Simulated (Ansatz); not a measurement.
Fe (fcc): energy against volume

All numbers below come from DFT, r2SCAN, plane waves (500 eV) with PAW, scalar-relativistic in Ansatz 0.2.0. (PAW data from PBE, frozen cores regenerated.)

The cell is scaled uniformly from the relaxed one, with fractional coordinates and shape fixed. Energies are extrapolated to zero smearing, pressures are those at the given smearing. Magnetic state: spin not included. It is not the lowest magnetic state of this structure.

A Birch-Murnaghan fit gives V₀ = 9.92 Å³/atom, B₀ = 318 GPa, B₀′ = 4.5.

(1) What are the energy above the minimum and the pressure at 9.538 Å³/atom?

(2) What are the energy above the minimum and the pressure at 10.333 Å³/atom?

(3) What are the energy above the minimum and the pressure at 10.730 Å³/atom?

Results:

(1) 15.6 meV/atom and 14.24 GPa as computed.

(2) 15.9 meV/atom and -11.25 GPa as computed.

(3) 57.1 meV/atom and -20.30 GPa as computed.
